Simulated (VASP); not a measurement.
CuO:

```
CELL_PARAMETERS angstrom
0.00000 2.32725 2.32725
2.32725 0.00000 2.32725
2.32725 2.32725 0.00000
ATOMIC_POSITIONS crystal
Cu 0.00000 0.00000 0.00000
O 0.25000 0.25000 0.25000
```

Measurements of this composition are mostly on another form, of space group No. 15.

* Program: VASP 6.6.1
* Task: single point
* Functional: PBE
* Potentials or basis: VASP PAW PBE potentials, release 64 (Cu, O)
* Cutoff: 520 eV
* k mesh: 10 × 10 × 10
* Occupations: fermi-dirac, width 0.05 eV
* Spin: no spin polarisation

On this cell: pressure -9.1 GPa; largest force zero by symmetry; band gap on the k mesh none (metal or under the smearing width).

The same run follows on a disturbed copy (atoms moved at random, drawn with an rms of 0.05 Å):

```xyz
2
Lattice="0.0000 2.3273 2.3273 2.3273 0.0000 2.3273 2.3273 2.3273 0.0000" Properties=species:S:1:pos:R:3 pbc="T T T"
Cu    0.0035    0.0118    0.0065
O     1.1878    1.1898    1.1175
```

What does the disturbed cell give?

The energy (extrapolated to zero smearing) moves by +2.0 meV/atom; pressure -8.9 GPa; largest force 0.169 eV/Å; band gap on the k mesh none (metal or under the smearing width).

Forces in eV/Å, atoms in the order of the input:
```
Cu   0.071  0.063 -0.139
O   -0.071 -0.063  0.139
```

Stress tensor (GPa, compression positive):
```
-8.91  0.65 -0.37
 0.65 -8.91 -0.39
-0.37 -0.39 -8.93
```

Caveats: an odd number of electrons without spin polarisation forces a metal; a magnetic or distorted state may lie lower; the run has no spin polarisation, though such a crystal can be magnetic; semilocal functionals often make such compounds metallic where correlation or magnetic order opens a gap, which also shifts bond lengths.
